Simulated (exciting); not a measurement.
Runs of exciting (release sodium) on MgS (Niningerite). Symmetry: Fm-3m, No. 225, cubic system. Conventional cell: a = 5.203 Å, b = 5.203 Å, c = 5.203 Å, α = 90.00°, β = 90.00°, γ = 90.00°. S (site symmetry m-3m) has 6 Mg at 2.60 Å as nearest neighbours. Mg (site symmetry m-3m) has 6 S at 2.60 Å as nearest neighbours. 

| task | level | potentials or basis | k mesh | smearing | q or response mesh | lmaxapw (and lmaxmat) | valence relativity | epspot | outputlevel | rgkmax | gap on the mesh (eV) |
| --- | --- | --- | --- | --- | --- | --- | --- | --- | --- | --- | --- |
| phonons | LDA | all-electron LAPW+lo, shipped species files, valence relativity zora | 6 × 6 × 6 | gaussian 0.005 eV | 1 × 1 × 1 | 8 | zora | 1e-07 Ha | - | 6 | (a) |
| single point | PBEsol | all-electron LAPW+lo, shipped species files, valence relativity iora* | 9 × 9 × 9 | gaussian 0.02 eV | - | 10 | iora* | 1e-05 Ha | low | 7.5 | (b) |
| band structure | revPBE | all-electron LAPW+lo, shipped species files, valence relativity iora* | 9 × 9 × 9 | fermi-dirac 0.05 eV | - | 10 | iora* | 1e-05 Ha | normal | 7.5 | 3.04 |
| single point | PBE | all-electron LAPW+lo, shipped species files, valence relativity iora* | 9 × 9 × 9 | gaussian 0.02 eV | - | 10 | iora* | 1e-05 Ha | normal | 7.5 | 2.91 |
| single point | RPBE | all-electron LAPW+lo, shipped species files, valence relativity iora* | 9 × 9 × 9 | gaussian 0.1 eV | - | 10 | iora* | 1e-05 Ha | low | 7.5 | 3.06 |

Alike in all rows: no spin polarisation; cell as given.

Question: Fill in the values left out.

Answer: (a) 2.58; (b) 2.84.

Caveats: an odd mesh through Γ misses points on the zone boundary, where band edges often lie (some runs); imaginary frequencies would show as zero here, so a zero away from Γ can hide an instability (some runs); at Γ the modes are those without the macroscopic field, so the longitudinal optical ones aren't split off (some runs); the mesh misses the band edges, which the band path finds closer together (some runs).
